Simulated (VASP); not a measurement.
# MnO (Fm-3m) in VASP: settings compared

One crystal, MnO, is run at these levels: PBEsol, PBE; tasks: single point, equation of state.

Everything below comes from runs of VASP 6.6.1. Logs are shortened: lines on timing, memory, paths and dates and some standing lists are left out, and cuts for length are marked.

## (1) Starting point

The structure is cubic, space group Fm-3m (No. 225). The conventional cell has a = 4.448 Å, b = 4.448 Å, c = 4.448 Å, α = 90.00°, β = 90.00°, γ = 90.00°. Mn (site symmetry m-3m) is surrounded by 6 O at 2.22 Å. Around O (site symmetry m-3m) lie 6 Mn at 2.22 Å.

The cell is a database's computed one.

## (2) Single point, PBEsol, collinear spin, ferromagnetic start

The input, INCAR:

```
PREC = Accurate
ENCUT = 520
EDIFF = 1E-7
ISMEAR = -1
SIGMA = 0.05
LREAL = False
LASPH = True
NELM = 120
ALGO = Normal
ISIF = 2
LWAVE = False
LCHARG = False
ISPIN = 2
MAGMOM = 4 0
LORBIT = 11
LMAXMIX = 4
GGA = PS
NBANDS = 20
```

The input, KPOINTS:

```
Automatic mesh
0
Gamma
  10 10 10
```

The input, POSCAR:

```
MnO
1.0
    0.0000000000      2.2239077028      2.2239077028
    2.2239077028      0.0000000000      2.2239077028
    2.2239077028      2.2239077028      0.0000000000
Mn O
1 1
Direct
    0.0000000000      0.0000000000      0.0000000000
    0.5000000000      0.5000000000      0.5000000000
```

Potentials or basis: VASP PAW PBE potentials, release 64 (Mn_pv, O).

Run with:

```console
cat potpaw_PBE.64/Mn_pv/POTCAR potpaw_PBE.64/O/POTCAR > POTCAR
mpirun -np 1 vasp_std > vasp.out
```

OUTCAR:

```text
PREC = Accurate
   ENCUT = 520
   EDIFF = 1E-7
   ISMEAR = -1
   LREAL = False
   LASPH = True
   NELM = 120
   ISIF = 2
   ISPIN = 2
   LORBIT = 11
   GGA = PS

 ion  position               nearest neighbor table
   1  0.000  0.000  0.000-   2 2.22   2 2.22   2 2.22   2 2.22   2 2.22   2 2.22
   2  0.500  0.500  0.500-   1 2.22   1 2.22   1 2.22   1 2.22   1 2.22   1 2.22

  LATTYP: Found a face centered cubic cell.
 ALAT       =     4.4478154056

  Lattice vectors:

 A1 = (   0.0000000000,   2.2239077028,   2.2239077028)
 A2 = (   2.2239077028,   0.0000000000,   2.2239077028)
 A3 = (   2.2239077028,   2.2239077028,   0.0000000000)

Analysis of symmetry for initial positions (statically):
=====================================================================
 Subroutine PRICEL returns:
 Original cell was already a primitive cell.

 Routine SETGRP: Setting up the symmetry group for a
 face centered cubic supercell.

 Subroutine GETGRP returns: Found 48 space group operations
 (whereof 48 operations were pure point group operations)
 out of a pool of 48 trial point group operations.

The static configuration has the point symmetry O_h .

Analysis of symmetry for dynamics (positions and initial velocities):
=====================================================================
 Subroutine PRICEL returns:
 Original cell was already a primitive cell.

 Routine SETGRP: Setting up the symmetry group for a
 face centered cubic supercell.

 Subroutine GETGRP returns: Found 48 space group operations
 (whereof 48 operations were pure point group operations)
 out of a pool of 48 trial point group operations.

The dynamic configuration has the point symmetry O_h .

Analysis of structural, dynamic, and magnetic symmetry:
=====================================================================
 Subroutine PRICEL returns:
 Original cell was already a primitive cell.

 Routine SETGRP: Setting up the symmetry group for a
 face centered cubic supercell.

 Subroutine GETGRP returns: Found 48 space group operations
 (whereof 48 operations were pure point group operations)
 out of a pool of 48 trial point group operations.

The overall configuration has the point symmetry O_h .

 Subroutine INISYM returns: Found 48 space group operations
 (whereof 48 operations are pure point group operations),
 and found     1 'primitive' translations

----------------------------------------------------------------------------------------

                                     Primitive cell

  volume of cell :      21.9979

  direct lattice vectors                    reciprocal lattice vectors
     0.000000000  2.223907703  2.223907703    -0.224829474  0.224829474  0.224829474
     2.223907703  0.000000000  2.223907703     0.224829474 -0.224829474  0.224829474
     2.223907703  2.223907703  0.000000000     0.224829474  0.224829474 -0.224829474

  length of vectors
     3.145080435  3.145080435  3.145080435     0.389416073  0.389416073  0.389416073

  position of ions in fractional coordinates (direct lattice)
     0.000000000  0.000000000  0.000000000
     0.500000000  0.500000000  0.500000000

  ion indices of the primitive-cell ions
   primitive index   ion index
                 1           1
                 2           2

----------------------------------------------------------------------------------------

 KPOINTS: Automatic mesh

Automatic generation of k-mesh.
 Grid dimensions read from file:
 generate k-points for:   10   10   10

 Generating k-lattice:

  Cartesian coordinates                     Fractional coordinates (reciprocal lattice)
    -0.022482947  0.022482947  0.022482947     0.100000000  0.000000000  0.000000000
     0.022482947 -0.022482947  0.022482947     0.000000000  0.100000000  0.000000000
     0.022482947  0.022482947 -0.022482947     0.000000000  0.000000000  0.100000000

  Length of vectors
     0.038941607  0.038941607  0.038941607

  Shift w.r.t. Gamma in fractional coordinates (k-lattice)
     0.000000000  0.000000000  0.000000000

 Subroutine IBZKPT returns following result:
 ===========================================

 Found     47 irreducible k-points:

 Following reciprocal coordinates:
            Coordinates               Weight
  0.000000  0.000000  0.000000      1.000000
  0.100000  0.000000  0.000000      8.000000
  0.200000  0.000000  0.000000      8.000000
  0.300000  0.000000  0.000000      8.000000
  0.400000  0.000000  0.000000      8.000000
  0.500000  0.000000  0.000000      4.000000
[... 16 lines left out ...]
  0.300000  0.300000  0.000000      6.000000
  0.400000  0.300000  0.000000     24.000000
 [... further k-points ...]
   k-points           NKPTS =     47   k-points in BZ     NKDIM =     47   number of bands    NBANDS=     20
   number of dos      NEDOS =    301   number of ions     NIONS =      2
   total plane-waves  NPLWV =  13824
   dimension x,y,z NGX =    24 NGY =   24 NGZ =   24
   dimension x,y,z NGXF=    48 NGYF=   48 NGZF=   48
   ions per type =               1   1
   NGX,Y,Z   is equivalent  to a cutoff of  12.69, 12.69, 12.69 a.u.
   NGXF,Y,Z  is equivalent  to a cutoff of  25.37, 25.37, 25.37 a.u.
 SYSTEM =  unknown system
   PREC   = accura    normal or accurate (medium, high low for compatibility)
   ISTART =      0    job   : 0-new  1-cont  2-samecut
   ICHARG =      2    charge: 1-file 2-atom 10-const
   ISPIN  =      2    spin polarized calculation?
   LNONCOLLINEAR =      F non collinear calculations
   LSORBIT =      F    spin-orbit coupling
   LASPH  =      T    aspherical Exc in radial PAW
   ENCUT  =  520.0 eV  38.22 Ry    6.18 a.u.   5.85  5.85  5.85*2*pi/ulx,y,z
   NELM   =    120;   NELMIN=  2; NELMDL= -5     # of ELM steps
   EDIFF  = 0.1E-06   stopping-criterion for ELM
   LREAL  =      F    real-space projection
   EDIFFG = 0.1E-05   stopping-criterion for IOM
   NSW    =      0    number of steps for IOM
   IBRION =     -1    ionic relax: 0-MD 1-quasi-New 2-CG
   NFREE  =      0    steps in history (QN), initial steepest desc. (CG)
   ISIF   =      2    stress and relaxation
   ISYM   =      2    0-nonsym 1-usesym 2-fastsym
   POTIM  = 0.5000    time-step for ionic-motion
   TEBEG  =    0.0;   TEEND  =   0.0 temperature during run
   PSTRESS=    0.0 pullay stress
   NELECT =      19.0000    total number of electrons
   NUPDOWN=      -1.0000    fix difference up-down
   EMIN   =  10.00;   EMAX   =-10.00  energy-range for DOS
   EFERMI =   0.00;   METHOD = LEGACY
   ISMEAR =    -1;   SIGMA  =   0.05  broadening in eV -4-tet -1-fermi 0-gaus
   EFERMI_NEDOS =   21; number of points for ismear=-14 and -15
   IALGO  =     38    algorithm
   IMIX   =      4    mixing-type and parameters
     AMIX     =   0.40;   BMIX     =  1.00
     AMIX_MAG =   1.60;   BMIX_MAG =  1.00
  volume/ion in A,a.u.               =      11.00        74.22
  Fermi-wavevector in a.u.,A,eV,Ry     =   1.559071  2.946217 33.071721  2.430703
  Thomas-Fermi vector in A             =   2.662483
   LORBIT       =     11    0 simple, 1 ext, 2 COOP (PROOUT), +10 PAW based schemes
   GGA     = PS    functional components
   LHFCALC =     F    Hartree Fock is set to
   AEXX    =    0.0000 exact exchange contribution
   IVDW    =     0    specifies the selected vdW correction
   LEPSILON=     F    determine dielectric tensor
   LRPA    =     F    only Hartree local field effects (RPA)
 spin polarized calculation
  energy-cutoff  :      520.00
  volume of cell :       22.00
 maximum number of plane-waves:       609
   NGX = 11   NGY = 11   NGZ = 11

 number of electron      18.9999991 magnetization       4.7662582

 Free energy of the ion-electron system (eV)
  ---------------------------------------------------
  ext. energy  EPLUGINS =         0.00000000
  ---------------------------------------------------
  free energy    TOTEN  =       -17.21658150 eV

  energy without entropy =      -17.20785104  energy(sigma->0) =      -17.21221627

 E-fermi :   7.3815     XC(G=0): -12.0953

 val. band max:        7.3667079385   @ k =  -0.2000   0.2000   0.0000
 cond. band min:       7.3840122011   @ k =  -0.3000   0.1000   0.0000
 fundamental gap:      0.0173042626
 Fermi energy:         7.3815444840

 spin component 1

 k-point     1 :       0.0000    0.0000    0.0000
  band No.  band energies     occupation
      1     -42.8144      1.00000
      2     -42.8144      1.00000
      3     -42.8144      1.00000
      4     -12.8335      1.00000
      5       3.6089      1.00000
      6       3.6089      1.00000
[... 12 lines left out ...]
     19      26.9531      0.00000
     20      26.9531      0.00000
[... 507 lines left out ...]
 k-point    24 :       0.4000    0.3000    0.0000
  band No.  band energies     occupation
      1     -42.8618      1.00000
      2     -42.8345      1.00000
      3     -42.8326      1.00000
      4     -11.9859      1.00000
      5       0.1545      1.00000
      6       2.0739      1.00000
[... 12 lines left out ...]
     19      31.9185      0.00000
     20      33.6630      0.00000

 [... further k-points ...]

 spin component 2

 k-point     1 :       0.0000    0.0000    0.0000
  band No.  band energies     occupation
      1     -38.2100      1.00000
      2     -38.2100      1.00000
      3     -38.2100      1.00000
      4     -12.3591      1.00000
      5       4.0364      1.00000
      6       4.0364      1.00000
[... 12 lines left out ...]
     19      29.2117      0.00000
     20      29.2117      0.00000
[... 507 lines left out ...]
 k-point    24 :       0.4000    0.3000    0.0000
  band No.  band energies     occupation
      1     -38.2695      1.00000
      2     -38.2348      1.00000
      3     -38.2324      1.00000
      4     -11.5352      1.00000
      5       0.9692      1.00000
      6       2.8871      1.00000
[... 12 lines left out ...]
     19      33.0347      0.00000
     20      34.7388      0.00000

 [... further k-points ...]

------------------------ aborting loop because EDIFF is reached ----------------------------------------

  FORCE on cell =-STRESS in cart. coord.  units (eV):
  Direction    XX          YY          ZZ          XY          YZ          ZX
  --------------------------------------------------------------------------------------
  -------------------------------------------------------------------------------------
  Total       -0.9470162     -0.9470162     -0.9470162      0.0000000      0.0000000      0.0000000
  in kB      -68.9743646    -68.9743646    -68.9743646      0.0000000      0.0000000      0.0000000
  external PRESSURE =     -68.9743646 kB  Pullay stress =       0.0000000 kB

 VOLUME and BASIS-vectors are now :
 -----------------------------------------------------------------------------
  energy-cutoff  :      520.00
  volume of cell :       22.00
      direct lattice vectors                 reciprocal lattice vectors
     0.000000000  2.223907703  2.223907703    -0.224829474  0.224829474  0.224829474
     2.223907703  0.000000000  2.223907703     0.224829474 -0.224829474  0.224829474
     2.223907703  2.223907703  0.000000000     0.224829474  0.224829474 -0.224829474

 POSITION                                       TOTAL-FORCE (eV/Angst)
 -----------------------------------------------------------------------------------
      0.00000      0.00000      0.00000        -0.000000      0.000000      0.000000
      2.22391      2.22391      2.22391         0.000000      0.000000     -0.000000
 -----------------------------------------------------------------------------------
    total drift:                                0.000000     -0.000000     -0.000000

  FREE ENERGIE OF THE ION-ELECTRON SYSTEM (eV)
  ---------------------------------------------------
  free  energy   TOTEN  =       -17.2165815036 eV

  energy  without entropy=      -17.2078510390  energy(sigma->0) =      -17.21221627

 total charge

# of ion       s       p       d       tot
------------------------------------------
    1        0.206   6.180   4.972  11.357
    2        1.556   3.391   0.000   4.948
--------------------------------------------------
tot          1.762   9.571   4.972  16.305

 magnetization (x)

# of ion       s       p       d       tot
------------------------------------------
    1        0.033   0.026   4.259   4.319
    2        0.030   0.170   0.000   0.199
--------------------------------------------------
tot          0.063   0.196   4.259   4.518
```

Wall time 16 s (1 thread of Intel Xeon 6975P-C (Granite Rapids), shared host); peak memory 0.16 GiB.

Results:

```yaml
Free_energy: -17.2166 eV
Pressure: -6.9 GPa
Band_gap_on_the_k_mesh: none (metal or under the smearing width)
Net_moment: 4.77 μB per cell
Site_moments: Mn +4.32; O +0.20 μB
Valence_electrons_inside_the_program's_atomic_spheres: Mn 11.36; O 4.95
```

Caveat: the PAW data sets were made with another functional, which shifts forces and pressure a little; a cell with one magnetic atom can't hold antiferromagnetic order, which such compounds often take; semilocal functionals often make such compounds metallic where correlation or magnetic order opens a gap, which also shifts bond lengths.

## (3) Equation of state, PBEsol, collinear spin, ferromagnetic start, 10.34 Å³/atom (volume scaled by 0.94)

INCAR is that of step 2.

KPOINTS is that of step 2.

The input, POSCAR:

```
MnO
1.0
    0.0000000000      2.1785090927      2.1785090927
    2.1785090927      0.0000000000      2.1785090927
    2.1785090927      2.1785090927      0.0000000000
Mn O
1 1
Direct
    0.0000000000      0.0000000000      0.0000000000
    0.5000000000      0.5000000000      0.5000000000
```

Potentials or basis: VASP PAW PBE potentials, release 64 (Mn_pv, O).

Run with:

```console
cat potpaw_PBE.64/Mn_pv/POTCAR potpaw_PBE.64/O/POTCAR > POTCAR
mpirun -np 1 vasp_std > vasp.out
```

OUTCAR:

```text
PREC = Accurate
   ENCUT = 520
   EDIFF = 1E-7
   ISMEAR = -1
   LREAL = False
   LASPH = True
   NELM = 120
   ISIF = 2
   ISPIN = 2
   LORBIT = 11
   GGA = PS

 Found     47 irreducible k-points:

 Following reciprocal coordinates:
            Coordinates               Weight
  0.000000  0.000000  0.000000      1.000000
  0.100000  0.000000  0.000000      8.000000
  0.200000  0.000000  0.000000      8.000000
  0.300000  0.000000  0.000000      8.000000
  0.400000  0.000000  0.000000      8.000000
  0.500000  0.000000  0.000000      4.000000
[... 365 lines left out ...]
  external PRESSURE =     -16.5630751 kB  Pullay stress =       0.0000000 kB

 VOLUME and BASIS-vectors are now :
 -----------------------------------------------------------------------------
  energy-cutoff  :      520.00
  volume of cell :       20.68
      direct lattice vectors                 reciprocal lattice vectors
     0.000000000  2.178509093  2.178509093    -0.229514764  0.229514764  0.229514764
     2.178509093  0.000000000  2.178509093     0.229514764 -0.229514764  0.229514764
     2.178509093  2.178509093  0.000000000     0.229514764  0.229514764 -0.229514764

 POSITION                                       TOTAL-FORCE (eV/Angst)
 -----------------------------------------------------------------------------------
      0.00000      0.00000      0.00000         0.000000      0.000000      0.000000
      2.17851      2.17851      2.17851        -0.000000     -0.000000     -0.000000
 -----------------------------------------------------------------------------------
    total drift:                                0.000000     -0.000000     -0.000000

  FREE ENERGIE OF THE ION-ELECTRON SYSTEM (eV)
  ---------------------------------------------------
  free  energy   TOTEN  =       -17.2518477254 eV

  energy  without entropy=      -17.2416757936  energy(sigma->0) =      -17.24676176

 total charge

# of ion       s       p       d       tot
------------------------------------------
    1        0.215   6.200   5.014  11.429
    2        1.558   3.410   0.000   4.968
--------------------------------------------------
tot          1.773   9.610   5.014  16.397

 magnetization (x)

# of ion       s       p       d       tot
------------------------------------------
    1        0.032   0.026   4.082   4.140
    2        0.031   0.148   0.000   0.180
--------------------------------------------------
tot          0.063   0.175   4.082   4.319
```

stdout:

```text
POSCAR found type information on POSCAR MnO
 POSCAR found :  2 types and       2 ions
 scaLAPACK will be used
 -----------------------------------------------------------------------------
|                                                                             |
|                                                                             |
|     You enforced a specific xc type in the INCAR file but a different       |
|     I HOPE YOU KNOW WHAT YOU ARE DOING!                                     |
|                                                                             |
 -----------------------------------------------------------------------------

 LDA part: xc-table for (Slater+PW92), standard interpolation
 POSCAR, INCAR and KPOINTS ok, starting setup
 FFT: planning ... GRIDC
 FFT: planning ... GRID_SOFT
 FFT: planning ... GRID
 WAVECAR not read
 entering main loop
```

Run time: 14 s. Hardware: 1 thread of Intel Xeon 6975P-C (Granite Rapids), shared host; peak memory 0.16 GiB.

What came out:

```yaml
Free_energy: -17.2518 eV
Pressure: -1.7 GPa
Band_gap_on_the_k_mesh: none (metal or under the smearing width)
Net_moment: 4.53 μB per cell
Site_moments: Mn +4.14; O +0.18 μB
Valence_electrons_inside_the_program's_atomic_spheres: Mn 11.43; O 4.97
```

Caveat: the PAW data sets were made with another functional, which shifts forces and pressure a little; a cell with one magnetic atom can't hold antiferromagnetic order, which such compounds often take; semilocal functionals often make such compounds metallic where correlation or magnetic order opens a gap, which also shifts bond lengths.

## (4) Equation of state, PBEsol, collinear spin, ferromagnetic start, 10.56 Å³/atom (volume scaled by 0.96)

INCAR is that of step 3.

KPOINTS is that of step 3.

The input, POSCAR:

```
MnO
1.0
    0.0000000000      2.1938512115      2.1938512115
    2.1938512115      0.0000000000      2.1938512115
    2.1938512115      2.1938512115      0.0000000000
Mn O
1 1
Direct
    0.0000000000      0.0000000000      0.0000000000
    0.5000000000      0.5000000000      0.5000000000
```

Run with:

```console
cat potpaw_PBE.64/Mn_pv/POTCAR potpaw_PBE.64/O/POTCAR > POTCAR
mpirun -np 1 vasp_std > vasp.out
```

It took 14 s on 1 thread of Intel Xeon 6975P-C (Granite Rapids), shared host; peak memory 0.16 GiB.

It converged, with:

- Free energy: -17.2450 eV
- Pressure: -3.7 GPa
- Band gap on the k mesh: none (metal or under the smearing width)
- Net moment: 4.61 μB per cell
- Site moments: Mn +4.20; O +0.19 μB
- Valence electrons inside the program's atomic spheres: Mn 11.40; O 4.96

Caveat: the PAW data sets were made with another functional, which shifts forces and pressure a little; a cell with one magnetic atom can't hold antiferromagnetic order, which such compounds often take; semilocal functionals often make such compounds metallic where correlation or magnetic order opens a gap, which also shifts bond lengths.

## (5) Equation of state, PBEsol, collinear spin, ferromagnetic start, 10.78 Å³/atom (volume scaled by 0.98)

INCAR is that of step 4.

KPOINTS is that of step 4.

The input, POSCAR:

```
MnO
1.0
    0.0000000000      2.2089816980      2.2089816980
    2.2089816980      0.0000000000      2.2089816980
    2.2089816980      2.2089816980      0.0000000000
Mn O
1 1
Direct
    0.0000000000      0.0000000000      0.0000000000
    0.5000000000      0.5000000000      0.5000000000
```

Run with:

```console
cat potpaw_PBE.64/Mn_pv/POTCAR potpaw_PBE.64/O/POTCAR > POTCAR
mpirun -np 1 vasp_std > vasp.out
```

It took 15 s on 1 thread of Intel Xeon 6975P-C (Granite Rapids), shared host; peak memory 0.16 GiB.

Results (log left out):

| Quantity | Value |
| --- | --- |
| Free energy | -17.2328 eV |
| Pressure | -5.5 GPa |
| Band gap on the k mesh | none (metal or under the smearing width) |
| Net moment | 4.69 μB per cell |
| Site moments | Mn +4.26; O +0.19 μB |
| Valence electrons inside the program's atomic spheres | Mn 11.38; O 4.95 |

Caveat: the PAW data sets were made with another functional, which shifts forces and pressure a little; a cell with one magnetic atom can't hold antiferromagnetic order, which such compounds often take; semilocal functionals often make such compounds metallic where correlation or magnetic order opens a gap, which also shifts bond lengths.

(Continued in part 2 of 4.)
